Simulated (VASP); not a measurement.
# CaO5 (P6/mmm) in VASP: a series of runs

The runs below take CaO5 through relaxation of cell and atoms, single point, with PBE.

All numbers are computed with VASP 6.6.1; they aren't measurements. Logs are shortened: lines on timing, memory, paths and dates and some standing lists are left out, and cuts for length are marked.

## (1) The cell of the first run

The structure is hexagonal, space group P6/mmm (No. 191). The conventional cell has a = 4.723 Å, b = 4.723 Å, c = 3.939 Å, α = 90.00°, β = 90.00°, γ = 120.00°. Around Ca (site symmetry 6/mmm) lie 18 O at 2.73 to 3.08 Å. O (site symmetry -6m2) has 9 O at 2.40 to 2.73 Å and 3 Ca at 2.73 Å as nearest neighbours. O (site symmetry mmm) is surrounded by 8 O at 2.36 to 2.40 Å.

The cell was built by a generator and needn't be a form met in nature.

## (2) Relaxation of cell and atoms, PBE (species swapped into the CaPd5 type (P6/mmm, No. 191))

Input file INCAR:

```
PREC = Accurate ; ENCUT = 600
EDIFF = 1E-7 ; ISMEAR = 0
SIGMA = 0.1 ; LREAL = F
LASPH = T ; NELM = 100
ALGO = Normal ; ISIF = 3
LWAVE = F ; LCHARG = F
GGA = PE ; IBRION = 2
NSW = 90 ; EDIFFG = -0.04
```

Input file KPOINTS:

```
Automatic mesh
0
Gamma
  6 6 4
```

Input file POSCAR:

```
CaO5
1.0
    4.7234248600      0.0000000000      0.0000000000
   -2.3617124300      4.0906059200      0.0000000000
    0.0000000000      0.0000000000      3.9394219400
Ca O
1 5
Direct
    0.0000000000      0.0000000000      0.0000000000
    0.3333333300      0.6666666700      0.0000000000
    0.6666666700      0.3333333300      0.0000000000
    0.5000000000      0.0000000000      0.5000000000
    0.5000000000      0.5000000000      0.5000000000
    0.0000000000      0.5000000000      0.5000000000
```

Potentials or basis: VASP PAW PBE potentials, release 64 (Ca_sv, O).

Started as:

```console
$ cat potpaw_PBE.64/Ca_sv/POTCAR potpaw_PBE.64/O/POTCAR > POTCAR
$ mpirun -np 1 vasp_std > vasp.out
```

OUTCAR:

```text
PREC = Accurate
   ENCUT = 600
   EDIFF = 1E-7
   ISMEAR = 0
   LREAL = F
   LASPH = T
   NELM = 100
   ISIF = 3
   GGA = PE
   IBRION = 2
   NSW = 90
   EDIFFG = -0.04

 ion  position               nearest neighbor table
   1  0.000  0.000  0.000-
   2  0.333  0.667  0.000-
   3  0.667  0.333  0.000-
   4  0.500  0.000  0.500-
   5  0.500  0.500  0.500-
   6  0.000  0.500  0.500-

  LATTYP: Found a hexagonal cell.
 ALAT       =     4.7234248600
 C/A-ratio  =     0.8340181239

  Lattice vectors:

 A1 = (   4.7234248600,   0.0000000000,   0.0000000000)
 A2 = (  -2.3617124300,   4.0906059200,   0.0000000000)
 A3 = (   0.0000000000,   0.0000000000,   3.9394219400)

Analysis of symmetry for initial positions (statically):
=====================================================================
 Subroutine PRICEL returns:
 Original cell was already a primitive cell.

 Routine SETGRP: Setting up the symmetry group for a
 hexagonal supercell.

 Subroutine GETGRP returns: Found 24 space group operations
 (whereof 24 operations were pure point group operations)
 out of a pool of 24 trial point group operations.

The static configuration has the point symmetry D_6h.

Analysis of symmetry for dynamics (positions and initial velocities):
=====================================================================
 Subroutine PRICEL returns:
 Original cell was already a primitive cell.

 Routine SETGRP: Setting up the symmetry group for a
 hexagonal supercell.

 Subroutine GETGRP returns: Found 24 space group operations
 (whereof 24 operations were pure point group operations)
 out of a pool of 24 trial point group operations.

The dynamic configuration has the point symmetry D_6h.

 Subroutine INISYM returns: Found 24 space group operations
 (whereof 24 operations are pure point group operations),
 and found     1 'primitive' translations

----------------------------------------------------------------------------------------

                                     Primitive cell

  volume of cell :      76.1162

  direct lattice vectors                    reciprocal lattice vectors
     4.723424860  0.000000000  0.000000000     0.211710788  0.122231281  0.000000000
    -2.361712430  4.090605920  0.000000000     0.000000000  0.244462561  0.000000000
     0.000000000  0.000000000  3.939421940     0.000000000  0.000000000  0.253844350

  length of vectors
     4.723424860  4.723424859  3.939421940     0.244462561  0.244462561  0.253844350

  position of ions in fractional coordinates (direct lattice)
     0.000000000  0.000000000  0.000000000
     0.333333330  0.666666670  0.000000000
     0.666666670  0.333333330  0.000000000
     0.500000000  0.000000000  0.500000000
     0.500000000  0.500000000  0.500000000
     1.000000000  0.500000000  0.500000000

  ion indices of the primitive-cell ions
   primitive index   ion index
                 1           1
                 2           2
                 3           3
                 4           4
                 5           5
                 6           6

----------------------------------------------------------------------------------------

 KPOINTS: Automatic mesh

Automatic generation of k-mesh.
 Grid dimensions read from file:
 generate k-points for:    6    6    4

 Generating k-lattice:

  Cartesian coordinates                     Fractional coordinates (reciprocal lattice)
     0.035285131  0.020371880  0.000000000     0.166666667 -0.000000000  0.000000000
     0.000000000  0.040743760  0.000000000     0.000000000  0.166666667  0.000000000
     0.000000000  0.000000000  0.063461087     0.000000000  0.000000000  0.250000000

  Length of vectors
     0.040743760  0.040743760  0.063461087

  Shift w.r.t. Gamma in fractional coordinates (k-lattice)
     0.000000000  0.000000000  0.000000000

 Subroutine IBZKPT returns following result:
 ===========================================

 Found     21 irreducible k-points:

 Following reciprocal coordinates:
            Coordinates               Weight
  0.000000  0.000000  0.000000      1.000000
  0.166667 -0.000000  0.000000      6.000000
  0.333333  0.000000  0.000000      6.000000
  0.500000 -0.000000  0.000000      3.000000
  0.166667  0.166667  0.000000      6.000000
  0.333333  0.166667  0.000000     12.000000
[... 13 lines left out ...]
  0.333333  0.166667  0.500000     12.000000
  0.333333  0.333333  0.500000      2.000000
   k-points           NKPTS =     21   k-points in BZ     NKDIM =     21   number of bands    NBANDS=     24
   number of dos      NEDOS =    301   number of ions     NIONS =      6
   total plane-waves  NPLWV =  51200
   dimension x,y,z NGX =    40 NGY =   40 NGZ =   32
   dimension x,y,z NGXF=    80 NGYF=   80 NGZF=   64
   ions per type =               1   5
   NGX,Y,Z   is equivalent  to a cutoff of  14.08, 14.08, 13.50 a.u.
   NGXF,Y,Z  is equivalent  to a cutoff of  28.16, 28.16, 27.01 a.u.
 SYSTEM =  unknown system
   PREC   = accura    normal or accurate (medium, high low for compatibility)
   ISTART =      0    job   : 0-new  1-cont  2-samecut
   ICHARG =      2    charge: 1-file 2-atom 10-const
   ISPIN  =      1    spin polarized calculation?
   LNONCOLLINEAR =      F non collinear calculations
   LSORBIT =      F    spin-orbit coupling
   LASPH  =      T    aspherical Exc in radial PAW
   ENCUT  =  600.0 eV  44.10 Ry    6.64 a.u.   9.43  9.43  7.87*2*pi/ulx,y,z
   NELM   =    100;   NELMIN=  2; NELMDL= -5     # of ELM steps
   EDIFF  = 0.1E-06   stopping-criterion for ELM
   LREAL  =      F    real-space projection
   EDIFFG = -.4E-01   stopping-criterion for IOM
   NSW    =     90    number of steps for IOM
   IBRION =      2    ionic relax: 0-MD 1-quasi-New 2-CG
   NFREE  =      1    steps in history (QN), initial steepest desc. (CG)
   ISIF   =      3    stress and relaxation
   ISYM   =      2    0-nonsym 1-usesym 2-fastsym
   POTIM  = 0.5000    time-step for ionic-motion
   TEBEG  =    0.0;   TEEND  =   0.0 temperature during run
   PSTRESS=    0.0 pullay stress
   NELECT =      40.0000    total number of electrons
   NUPDOWN=      -1.0000    fix difference up-down
   EMIN   =  10.00;   EMAX   =-10.00  energy-range for DOS
   EFERMI =   0.00;   METHOD = LEGACY
   ISMEAR =     0;   SIGMA  =   0.10  broadening in eV -4-tet -1-fermi 0-gaus
   EFERMI_NEDOS =   21; number of points for ismear=-14 and -15
   IALGO  =     38    algorithm
   IMIX   =      4    mixing-type and parameters
     AMIX     =   0.40;   BMIX     =  1.00
     AMIX_MAG =   1.60;   BMIX_MAG =  1.00
  volume/ion in A,a.u.               =      12.69        85.61
  Fermi-wavevector in a.u.,A,eV,Ry     =   1.321100  2.496517 23.746328  1.745306
  Thomas-Fermi vector in A             =   2.450879
   LORBIT       =      0    0 simple, 1 ext, 2 COOP (PROOUT), +10 PAW based schemes
   GGA     = PE    functional components
   LHFCALC =     F    Hartree Fock is set to
   AEXX    =    0.0000 exact exchange contribution
   IVDW    =     0    specifies the selected vdW correction
   LEPSILON=     F    determine dielectric tensor
   LRPA    =     F    only Hartree local field effects (RPA)
 conjugate gradient relaxation of ions
 non-spin polarized calculation
 Gauss-broadening in eV      SIGMA  =   0.10
  energy-cutoff  :      600.00
  volume of cell :       76.12
 maximum number of plane-waves:      2571
 NGX is ok and might be reduce to    40
   NGX = 19   NGY = 19   NGZ = 15

--------------------------------------- Ionic step        1  -------------------------------------------

 number of electron      39.9999999 magnetization

 Free energy of the ion-electron system (eV)
  ---------------------------------------------------
  ext. energy  EPLUGINS =         0.00000000
  ---------------------------------------------------
  free energy    TOTEN  =       -22.57199578 eV

  energy without entropy =      -22.53178526  energy(sigma->0) =      -22.55189052

 E-fermi :   0.5651     XC(G=0): -10.0320

 val. band max:        0.5641203599   @ k =   0.1667   0.1667   0.0000
 cond. band min:       0.5659318002   @ k =   0.3333   0.0000   0.2500
 fundamental gap:      0.0018114403
 Fermi energy:         0.5650842284

 k-point     1 :       0.0000    0.0000    0.0000
  band No.  band energies     occupation
      1     -38.9803      2.00000
      2     -20.0183      2.00000
      3     -19.8523      2.00000
      4     -19.8523      2.00000
      5     -17.8560      2.00000
      6     -15.3199      2.00000
[... 16 lines left out ...]
     23       1.4686      0.00000
     24       1.9436      0.00000
[... 840 lines left out ...]
 POSITION                                       TOTAL-FORCE (eV/Angst)
 -----------------------------------------------------------------------------------
      0.00000      0.00000      0.00000         0.000000     -0.000000      0.000000
     -0.00000      2.64167      0.00000        -0.000000      0.000000      0.000000
      2.28775      1.32083      0.00000         0.000000     -0.000000      0.000000
      2.28775      0.00000      1.58136         0.000000      0.000000      0.000000
      1.14388      1.98125      1.58136        -0.000000     -0.000000      0.000000
     -1.14388      1.98125      1.58136        -0.000000      0.000000      0.000000
 -----------------------------------------------------------------------------------
    total drift:                               -0.000000     -0.000000     -0.000000

  FREE ENERGIE OF THE ION-ELECTRON SYSTEM (eV)
  ---------------------------------------------------
  free  energy   TOTEN  =       -23.9655358141 eV

  energy  without entropy=      -23.9530981698  energy(sigma->0) =      -23.95931699

--------------------------------------- Ionic step        9  -------------------------------------------

 number of electron      40.0000002 magnetization

 Free energy of the ion-electron system (eV)
  ---------------------------------------------------
  ext. energy  EPLUGINS =         0.00000000
  ---------------------------------------------------
  free energy    TOTEN  =       -24.00120801 eV

  energy without entropy =      -23.98831213  energy(sigma->0) =      -23.99476007

 E-fermi :   3.4440     XC(G=0): -11.3224

 val. band max:        3.4311042467   @ k =   0.5000  -0.0000   0.0000
 cond. band min:       3.4640656680   @ k =   0.3333   0.1667   0.5000
 fundamental gap:      0.0329614213
 Fermi energy:         3.4440047939

 k-point     1 :       0.0000    0.0000    0.0000
  band No.  band energies     occupation
      1     -36.8668      2.00000
      2     -17.7682      2.00000
      3     -17.7682      2.00000
      4     -17.7211      2.00000
      5     -17.5183      2.00000
      6     -14.1603      2.00000
[... 16 lines left out ...]
     23       4.5375      0.00000
     24       5.6940      0.00000
[... 560 lines left out ...]
 POSITION                                       TOTAL-FORCE (eV/Angst)
 -----------------------------------------------------------------------------------
     -2.33572      4.04559     -0.00000        -0.000000     -0.000000      0.000000
     -0.00000      2.69706      3.13916         0.000000     -0.000000     -0.000000
      2.33572      1.34853     -0.00000        -0.000000      0.000000     -0.000000
      0.00000      4.04559      1.56958        -0.000000      0.000000      0.000000
      1.16786      2.02279      1.56958        -0.000000     -0.000000      0.000000
     -1.16786      2.02279      1.56958        -0.000000     -0.000000      0.000000
 -----------------------------------------------------------------------------------
    total drift:                               -0.000000     -0.000000      0.000000

  FREE ENERGIE OF THE ION-ELECTRON SYSTEM (eV)
  ---------------------------------------------------
  free  energy   TOTEN  =       -24.0012080118 eV

  energy  without entropy=      -23.9883121323  energy(sigma->0) =      -23.99476007

 reached required accuracy - stopping structural energy minimisation
```

It took 3.6 min on 1 thread of Intel Xeon Platinum 8559C (Emerald Rapids), shared host; peak memory 0.25 GiB.

Results:

```
Free energy                            : -24.0012 eV
Relaxed volume                         : 9.89 Å³/atom
Relaxed cell                           : a = 4.671 Å, b = 4.671 Å, c = 3.139 Å, α = 90.00°, β = 90.00°, γ = 120.00°
Space group after relaxing (to 0.05 Å) : P6/mmm (No. 191)
Energy gained by relaxing              : 238.2 meV/atom
Ionic steps                            : 9
Pressure after relaxing                : 0.2 GPa
Band gap on the k mesh                 : none (metal or under the smearing width)
```

The path:
```csv
step,energy change (eV),largest force (eV/Å),pressure (GPa),volume (Å³)
1,0.0000,0.0000,-16.40,76.12
2,-1.0313,0.0000,-5.34,62.68
3,-1.0913,0.0000,-0.18,59.69
4,-1.0918,0.0000,0.42,59.39
5,-1.1506,0.0000,0.67,59.13
6,-1.3237,0.0000,2.37,58.16
7,-1.1871,0.0000,11.56,55.40
8,-1.3935,0.0000,4.50,57.34
9,-1.4292,0.0000,0.17,59.33
```

Final structure:
```xyz
6
Lattice="4.6714 0.0000 0.0000 -2.3357 4.0456 0.0000 0.0000 0.0000 3.1392" Properties=species:S:1:pos:R:3 pbc="T T T"
Ca   -2.3357    4.0456    0.0000
O     0.0000    2.6971    3.1392
O     2.3357    1.3485    0.0000
O     0.0000    4.0456    1.5696
O     1.1679    2.0228    1.5696
O    -1.1679    2.0228    1.5696
```

Caveat: the k mesh is coarse (spacing up to 0.40 Å⁻¹), so the values aren't converged; the volume moved by over 15 % at a fixed basis, so the end points are rough.

(Part 1 of 2 ends here.)
